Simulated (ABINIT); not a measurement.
# MgO (Periclase): one start, several treatments of the self-energy, part 2 of 2

How much does the gap of MgO (Periclase) depend on the approximation to the self-energy?

ABINIT 10.8.3; PBE and many-body steps on it, plane waves. Known limits of the many-body steps: not at the basis limit.

So far. Step 6 (G0W0, von der Linden-Horsch plasmon pole): Against G0W0 in ABINIT (6×6×6 mesh, 166 bands, screening to 304.8 eV, Godby-Needs plasmon pole), the gap moves by +0.260 eV. Step 7 (G0W0, Engel-Farid plasmon pole): Against G0W0 in ABINIT (6×6×6 mesh, 166 bands, screening to 304.8 eV, Godby-Needs plasmon pole), the gap moves by +0.145 eV.

The database entry behind the starting cell differs from later determinations by our own check (about 0.1 % long), so it need not match the best structure at ambient conditions.

### 8. One-shot Hartree-Fock

This step: one-shot Hartree-Fock on PBE, plane waves, norm-conserving pseudopotentials.

run.abi

```
acell 3*1.0 Angstrom
rprim 
  -0.000000000000 2.108500000000 2.108500000000
  2.108500000000 0.000000000000 2.108500000000
  2.108500000000 2.108500000000 0.000000000000
ntypat 2
znucl 12 8
natom 2
typat 1 2
xred 
  0.000000000000 0.000000000000 0.000000000000
  0.500000000000 0.500000000000 0.500000000000
pp_dirpath "pseudos"
pseudos "Mg.upf, O.upf"
ecut 38
ngkpt 6 6 6
nshiftk 1
shiftk 0 0 0
kptopt 1
chksymbreak 0
istwfk *1
occopt 1
irdwfk 1
optdriver 4
nband 12
gwcalctyp 5
ecutsigx 38
symsigma 1
nkptgw 1
kptgw 
  0.0000000000 0.0000000000 0.0000000000
bdgw 
  6 12
ixc_sigma 40
fftgw 31
indata_prefix "in"
outdata_prefix "out"
tmpdata_prefix "tmp"
```

Launch:

```
$ OMP_NUM_THREADS=1 mpirun -n 8 abinit run.abi > log
```

Output:

```text
.Version 10.8.3 of ABINIT. v10.8.2 released Aug 2026.

 Symmetries : space group Fm -3 m (#225); Bravais cF (face-center cubic)
[... echo of the input left out ...]
== DATASET  1 ==================================================================
-   mpi_nproc: 8, omp_nthreads: 1 (-1 if OMP is not activated)

--- !DatasetInfo
iteration_state: {dtset: 1, }
dimensions: {natom: 2, nkpt: 16, mband: 12, nsppol: 1, nspinor: 1, nspden: 1, mpw: 1430, }
cutoff_energies: {ecut:  38.0, pawecutdg:  -1.0, }
[...]
10  20.632  -9.568  -3.679   0.000   1.000   0.000  -3.679   5.889  26.521
       11  20.632  -9.568  -3.679   0.000   1.000   0.000  -3.679   5.889  26.521
       12  20.632  -9.568  -3.679   0.000   1.000   0.000  -3.679   5.889  26.521

== END DATASET(S) ==============================================================
================================================================================

 -outvars: echo values of variables after computation  --------
           etotal      0.0000000000E+00
            nband          12
             nkpt          16
          spgroup         225
 [... the other variables as echoed above ...]

 Calculation completed.
```

Run time: 1.7 s. Hardware: 8 MPI ranks of Arm Neoverse V2, shared host; peak memory 0.12 GiB.

This step gave:

```
quasiparticle gap on the points computed              : 14.76 eV
starting gap on the mesh                              : 4.733 eV
k of the valence top                                  : 0, 0, 0
k of the conduction bottom                            : 0, 0, 0
least direct quasiparticle gap on the computed points : 14.76 eV
```

Against G0W0 in ABINIT (6×6×6 mesh, 166 bands, screening to 304.8 eV, Godby-Needs plasmon pole), the gap moves by +7.687 eV.

### 9. Screening, 6×6×6 mesh, 166 bands, screening to 304.8 eV

This step: RPA screening on PBE, plane waves, norm-conserving pseudopotentials.

run.abi: that of step 8 with these lines changed.

```diff
@@ -23,14 +23,14 @@
 irdwfk 1
-optdriver 4
-nband 12
-gwcalctyp 5
-ecutsigx 38
-symsigma 1
-nkptgw 1
-kptgw 
-  0.0000000000 0.0000000000 0.0000000000
-bdgw 
-  6 12
-ixc_sigma 40
-fftgw 31
+optdriver 3
+nband 166
+ecuteps 11.2
+inclvkb 2
+awtr 1
+symchi 1
+gwcalctyp 2
+nfreqre 16
+freqremax 40 eV
+nfreqim 8
+spmeth 1
+nomegasf 120
 indata_prefix "in"
```

Output:

```text
.Version 10.8.3 of ABINIT. v10.8.2 released Aug 2026.

 Symmetries : space group Fm -3 m (#225); Bravais cF (face-center cubic)
[... echo of the input left out ...]
== DATASET  1 ==================================================================
-   mpi_nproc: 8, omp_nthreads: 1 (-1 if OMP is not activated)

--- !DatasetInfo
iteration_state: {dtset: 1, }
dimensions: {natom: 2, nkpt: 16, mband: 166, nsppol: 1, nspinor: 1, nspden: 1, mpw: 1430, }
cutoff_energies: {ecut:  38.0, pawecutdg:  -1.0, }
electrons: {nelect:   1.60000000E+01, charge:   0.00000000E+00, occopt:   1.00000000E+00, tsmear:   1.00000000E-02, }

 SCREENING: Calculation of the susceptibility and dielectric matrices

 Based on a program developped by R.W. Godby, V. Olevano, G. Onida, and L. Reining.
 Incorporated in ABINIT by V. Olevano, G.-M. Rignanese, and M. Torrent.
.Using double precision arithmetic ; gwpc =  8

[... cell and pseudopotentials left out ...]
--------------------------------------------------------------------------------

 ==== K-mesh for the wavefunctions ====
 Number of points in the irreducible wedge :    16
[... list of points left out ...]
 Together with 48 symmetry operations and time-reversal symmetry
 yields   216 points in the full Brillouin Zone.

 ==== Q-mesh for the screening function ====
 Number of points in the irreducible wedge :    16
[... list of points left out ...]
 Together with 48 symmetry operations and time-reversal symmetry
 yields   216 points in the full Brillouin Zone.

 setmesh: FFT mesh size selected  =    24x   24x   24
          total number of points  =        13824

 vcoul_init : cutoff-mode = AUXILIARY_FUNCTION
 q-points for optical limit:   1
     1)      0.000010    0.000020    0.000030

- screening: taking advantage of time-reversal symmetry
- Maximum band index for partially occupied states nbvw = 8
- Remaining bands to be divided among processors   nbcw = 158
- Number of bands treated by each node ~19

 Number of electrons calculated from density =   16.0000; Expected =   16.0000
 average of density, n =  0.126466
 r_s =    1.2359
 omega_plasma =   34.3038 [eV]

 calculating chi0 at frequencies [eV] :
  1    0.000000E+00    0.000000E+00
  2    2.666667E+00    0.000000E+00
  3    5.333333E+00    0.000000E+00
[...]
23    0.000000E+00    8.736574E+01
 24    0.000000E+00    1.230119E+02

--------------------------------------------------------------------------------
  q-point number  1        q = ( 0.000000, 0.000000, 0.000000) [r.l.u.]
--------------------------------------------------------------------------------
[... chi0 elements left out ...]
  [... further frequencies ...]

 No. of calculated frequencies >  15, stop printing
 For q-point:  0.000010 0.000020 0.000030
  dielectric constant =   3.0819
  dielectric constant without local fields =   3.3125

  Average fulfillment of the sum rule on Im[epsilon] for q-point    1 :     86.10  [%]
[... wings left out ...]
  q-point number  2        q = ( 0.166667, 0.000000, 0.000000) [r.l.u.]
--------------------------------------------------------------------------------
[... chi0 elements left out ...]
  [... further frequencies ...]

 No. of calculated frequencies >  15, stop printing
  Average fulfillment of the sum rule on Im[epsilon] for q-point    2 :     97.28  [%]

 [... 14 further q-points ...]
```

It took 3.1 min on 8 MPI ranks; peak memory 2.2 GiB; 25 min of CPU time.

Numbers from this step:

```
ε∞ with local fields, on this mesh, along the program's q direction : 3.082
the same without local fields                                       : 3.312
plasma frequency                                                    : 34.30 eV
plane waves in the screening matrix                                 : 259
```

### 10. G0W0, contour deformation

This step: G0W0 on PBE, plane waves, norm-conserving pseudopotentials.

run.abi: that of step 9 with these lines changed.

```diff
@@ -23,14 +23,14 @@
 irdwfk 1
-optdriver 3
+optdriver 4
 nband 166
+gwcalctyp 2
+ecutsigx 38
+symsigma 1
+nkptgw 1
+kptgw 
+  0.0000000000 0.0000000000 0.0000000000
+bdgw 
+  6 12
 ecuteps 11.2
-inclvkb 2
-awtr 1
-symchi 1
-gwcalctyp 2
-nfreqre 16
-freqremax 40 eV
-nfreqim 8
-spmeth 1
-nomegasf 120
+irdscr 1
 indata_prefix "in"
```

Output:

```text
.Version 10.8.3 of ABINIT. v10.8.2 released Aug 2026.

 Symmetries : space group Fm -3 m (#225); Bravais cF (face-center cubic)
[... echo of the input left out ...]
== DATASET  1 ==================================================================
-   mpi_nproc: 8, omp_nthreads: 1 (-1 if OMP is not activated)

--- !DatasetInfo
iteration_state: {dtset: 1, }
dimensions: {natom: 2, nkpt: 16, mband: 166, nsppol: 1, nspinor: 1, nspden: 1, mpw: 1430, }
cutoff_energies: {ecut:  38.0, pawecutdg:  -1.0, }
[...]
7   4.693 -20.107 -25.567   3.535   0.780  -0.282 -21.609  -1.501   3.192
[...]
12  20.632  -9.568  -3.679  -4.733   0.830  -0.205  -8.609   0.959  21.591
       12   0.000   0.000   0.000  -0.022   0.000   0.000  -0.018  -0.018  -0.018

== END DATASET(S) ==============================================================
================================================================================

 -outvars: echo values of variables after computation  --------
           etotal      0.0000000000E+00
            nband         166
             nkpt          16
          spgroup         225
 [... the other variables as echoed above ...]

 Calculation completed.
```

Wall time 6.5 s (8 MPI ranks); peak memory 2.1 GiB.

Numbers from this step:

```
G0W0 gap on the points computed              : 7.032 eV
starting gap on the mesh                     : 4.733 eV
k of the valence top                         : 0, 0, 0
k of the conduction bottom                   : 0, 0, 0
least direct G0W0 gap on the computed points : 7.032 eV
```

Against G0W0 in ABINIT (6×6×6 mesh, 166 bands, screening to 304.8 eV, Godby-Needs plasmon pole), the gap moves by −0.042 eV.

### 11. Screening, 6×6×6 mesh, 166 bands, screening to 304.8 eV

This step: RPA screening on PBE, plane waves, norm-conserving pseudopotentials.

run.abi: that of step 10 with these lines changed.

```diff
@@ -23,14 +23,11 @@
 irdwfk 1
-optdriver 4
+optdriver 3
 nband 166
-gwcalctyp 2
-ecutsigx 38
-symsigma 1
-nkptgw 1
-kptgw 
-  0.0000000000 0.0000000000 0.0000000000
-bdgw 
-  6 12
 ecuteps 11.2
-irdscr 1
+inclvkb 2
+awtr 1
+symchi 1
+gwcalctyp 1
+nfreqre 0
+nfreqim 16
 indata_prefix "in"
```

Output:

```text
.Version 10.8.3 of ABINIT. v10.8.2 released Aug 2026.

 Symmetries : space group Fm -3 m (#225); Bravais cF (face-center cubic)
[... echo of the input left out ...]
== DATASET  1 ==================================================================
-   mpi_nproc: 8, omp_nthreads: 1 (-1 if OMP is not activated)

--- !DatasetInfo
iteration_state: {dtset: 1, }
dimensions: {natom: 2, nkpt: 16, mband: 166, nsppol: 1, nspinor: 1, nspden: 1, mpw: 1430, }
cutoff_energies: {ecut:  38.0, pawecutdg:  -1.0, }
[...]
No. of calculated frequencies >  15, stop printing
 For q-point:  0.000010 0.000020 0.000030
  dielectric constant =   3.0343
  dielectric constant without local fields =   3.2587

  Average fulfillment of the sum rule on Im[epsilon] for q-point    1 :     86.09  [%]
[... wings left out ...]
  q-point number  2        q = ( 0.166667, 0.000000, 0.000000) [r.l.u.]
--------------------------------------------------------------------------------
[... chi0 elements left out ...]
  [... further frequencies ...]

 No. of calculated frequencies >  15, stop printing
  Average fulfillment of the sum rule on Im[epsilon] for q-point    2 :     97.27  [%]

 [... 14 further q-points ...]
```

It took 5.9 min on 8 MPI ranks; peak memory 1.8 GiB.

This step gave:

- ε∞ with local fields, on this mesh, along the program's q direction: 3.034
- the same without local fields: 3.259
- plasma frequency: 34.30 eV
- plane waves in the screening matrix: 259

### 12. G0W0, analytic continuation

This step: G0W0 on PBE, plane waves, norm-conserving pseudopotentials.

run.abi: that of step 11 with these lines changed.

```diff
@@ -23,11 +23,16 @@
 irdwfk 1
-optdriver 3
+optdriver 4
 nband 166
+gwcalctyp 1
+ecutsigx 38
+symsigma 1
+nkptgw 1
+kptgw 
+  0.0000000000 0.0000000000 0.0000000000
+bdgw 
+  6 12
 ecuteps 11.2
-inclvkb 2
-awtr 1
-symchi 1
-gwcalctyp 1
-nfreqre 0
-nfreqim 16
+irdscr 1
+nomegasi 12
+omegasimax 25 eV
 indata_prefix "in"
```

Output:

```text
.Version 10.8.3 of ABINIT. v10.8.2 released Aug 2026.

 Symmetries : space group Fm -3 m (#225); Bravais cF (face-center cubic)
[... echo of the input left out ...]
== DATASET  1 ==================================================================
-   mpi_nproc: 8, omp_nthreads: 1 (-1 if OMP is not activated)

--- !DatasetInfo
iteration_state: {dtset: 1, }
dimensions: {natom: 2, nkpt: 16, mband: 166, nsppol: 1, nspinor: 1, nspden: 1, mpw: 1430, }
cutoff_energies: {ecut:  38.0, pawecutdg:  -1.0, }
[...]
7  -2.367 -20.107 -25.567   3.424   0.778  -0.286 -21.655  -1.548  -3.915
[...]
12  13.572  -9.568  -3.679  -4.648   0.861  -0.161  -8.506   1.062  14.634
       12   0.000   0.000   0.000  -0.098  -0.016  -0.021  -0.105  -0.105  -0.105

== END DATASET(S) ==============================================================
================================================================================

 -outvars: echo values of variables after computation  --------
           etotal      0.0000000000E+00
            nband         166
             nkpt          16
          spgroup         225
 [... the other variables as echoed above ...]

 Calculation completed.
```

Elapsed: 5.6 s, on 8 MPI ranks; peak memory 1.4 GiB; 44 s of CPU time.

This step gave:

* G0W0 gap on the points computed: 7.038 eV
* starting gap on the mesh: 4.733 eV
* k of the valence top: 0, 0, 0
* k of the conduction bottom: 0, 0, 0
* least direct G0W0 gap on the computed points: 7.038 eV

Against G0W0 in ABINIT (6×6×6 mesh, 166 bands, screening to 304.8 eV, Godby-Needs plasmon pole), the gap moves by −0.036 eV.

### 13. The runs together

Times are wall times on 8 MPI ranks of Arm Neoverse V2, shared host, good to a factor of about two. A run's time includes the screening step that it read.

| run | mesh | bands | screening cutoff (eV) | DFT gap (eV) | gap on the mesh (eV) | direct (eV) | ε∞ used | time |
| --- | --- | --- | --- | --- | --- | --- | --- | --- |
| G0W0, Godby-Needs plasmon pole | 6×6×6 | 166 | 304.8 | 4.733 | 7.074 | 7.074 | 3.03 | 83 s |
| G0W0, Hybertsen-Louie plasmon pole | 6×6×6 | 166 | 304.8 | 4.733 | 7.508 | 7.508 | 3.03 | 82 s |
| G0W0, von der Linden-Horsch plasmon pole | 6×6×6 | 166 | 304.8 | 4.733 | 7.334 | 7.334 | 3.03 | 79 s |
| G0W0, Engel-Farid plasmon pole | 6×6×6 | 166 | 304.8 | 4.733 | 7.219 | 7.219 | 3.03 | 79 s |
| one-shot Hartree-Fock | 6×6×6 | - | - | 4.733 | 14.761 | 14.761 | - | 1.7 s |
| G0W0, contour deformation | 6×6×6 | 166 | 304.8 | 4.733 | 7.032 | 7.032 | 3.08 | 3.2 min |
| G0W0, analytic continuation | 6×6×6 | 166 | 304.8 | 4.733 | 7.038 | 7.038 | 3.03 | 5.9 min |

### 14. Summary of results

| Quantity | Value |
| --- | --- |
| G0W0, Godby-Needs plasmon pole | 7.074 eV |
| G0W0, Hybertsen-Louie plasmon pole | 7.508 eV |
| G0W0, von der Linden-Horsch plasmon pole | 7.334 eV |
| G0W0, Engel-Farid plasmon pole | 7.219 eV |
| one-shot Hartree-Fock | 14.761 eV |
| G0W0, contour deformation | 7.032 eV |
| G0W0, analytic continuation | 7.038 eV |
| known limits | not at the basis limit |

In words: G0W0, Hybertsen-Louie plasmon pole: +0.434 eV against G0W0, Godby-Needs plasmon pole. G0W0, von der Linden-Horsch plasmon pole: +0.260 eV against G0W0, Godby-Needs plasmon pole. G0W0, Engel-Farid plasmon pole: +0.145 eV against G0W0, Godby-Needs plasmon pole. One-shot Hartree-Fock: +7.687 eV against G0W0, Godby-Needs plasmon pole. G0W0, contour deformation: −0.042 eV against G0W0, Godby-Needs plasmon pole. G0W0, analytic continuation: −0.036 eV against G0W0, Godby-Needs plasmon pole. Bare exchange alone opens the gap to 14.76 eV; against G0W0, correlation takes back 7.69 eV. Bands and cutoff are finite, so the gap is not at the basis limit. The miss can reach some tenths of an eV and take either sign; the mesh is an error of its own. In the G0W0 runs levels were corrected at 1 k point alone, so a gap called «on the mesh» is the least over those, and an edge elsewhere would be missed.

[Paths, hosts, dates, memory and timing lines, banners, echoed tables and standing remarks are left out of the program output.]

[Logs are printed without paths, hosts, clocks, repeated set-up lines and the standing remarks that a program may print on its own settings, such as how far it seeks lower states.]

[Runs of the session that timed out or met a known fault of the program may be left out.]

[Hosts, paths, dates, database ids (printed as entryN), source tags and the programs' standing remarks are cut or masked in the printed files.]

[G0W0 gaps are taken among the corrected bands and points alone; a level outside them can change the order at an edge.]

[Where Ansatz stands beside ABINIT at settings called matched, ABINIT's density can come from a denser mesh and the files from another edition; pairs whose starting gaps differed by over 0.03 eV were left out, so agreement reads better than it is.]
